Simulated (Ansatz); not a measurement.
Clean, relaxed (100) surface of Si, space group Fd-3m (No. 227) (top face towards +c; atoms held fixed, by place in the list: 1, 2, 3):

```
Si
1.0
     3.84172    0.00000    0.00000
     0.00000    3.84172    0.00000
     0.00000    0.00000   23.79126
Si
6
Direct
  0.00000 0.50000 0.35727
  0.00000 0.00000 0.41436
  0.50000 0.00000 0.47145
  0.50000 0.50000 0.52821
  0.00000 0.50000 0.58539
  0.00000 0.00000 0.64137
```

These are results of DFT PBEsol, scalar-relativistic, plane waves, PAW in Ansatz 0.2.0, not measurements. Cutoff 420 eV; k points 8×8×1 on the computed 6-atom cell (Γ-centred); Gaussian smearing, width 0.05 eV; no spin polarisation. The cell repeats along c with a dipole correction in the vacuum.

N$_{2}$ is adsorbed on the top face, one adsorbate per 14.8 Å², and relaxed from 3 starting sites (fractions of a and b). E_ads counts from the clean slab and the free adsorbate (spin-polarised where it has unpaired electrons); negative means bound. Heights count from the highest slab atom after relaxation. Δφ is the top face's. Δp counts per cell along +c. Bonded neighbours lie within 1.25 times the sum of covalent radii (1.35 for H) and, on that scale, within 12 % of the closest. With the adsorbate the cell is lengthened along c to keep the vacuum.

| start | ends at | E_ads (eV) | height (Å) | shortest contact | Δφ (eV) | Δp (e·Å) | whole? |
| --- | --- | --- | --- | --- | --- | --- | --- |
| top (Si) at (0.00, 0.00) | (0.00, 0.00), 1 bonded neighbour (Si) (a bond forms, but at a cost in energy, part of which can come from the missing spin polarisation of this run) | 0.15 | 1.74 | N–Si 1.74 Å | -0.58 | +0.066 | yes |
| hollow (Si-Si) at (0.50, 0.50), 0.7 Å under the top layer | not bound | -0.03 | 2.56 |  |  |  |  |
| bridge (Si-Si) at (0.50, 0.00) | not bound | 0.27 | 1.42 |  |  |  |  |

It doesn't bind at this level of theory (ends above -0.1 eV count as unbound; no dispersion correction).

Each end is the local minimum or symmetric point that its start leads to. The slab is only 6.8 Å thick, so the energies aren't converged with thickness.

For at least one of the starts the bottom face's work function also shifts by over 0.1 eV: the slab is too thin to screen the adsorbate, so the work functions aren't converged with thickness.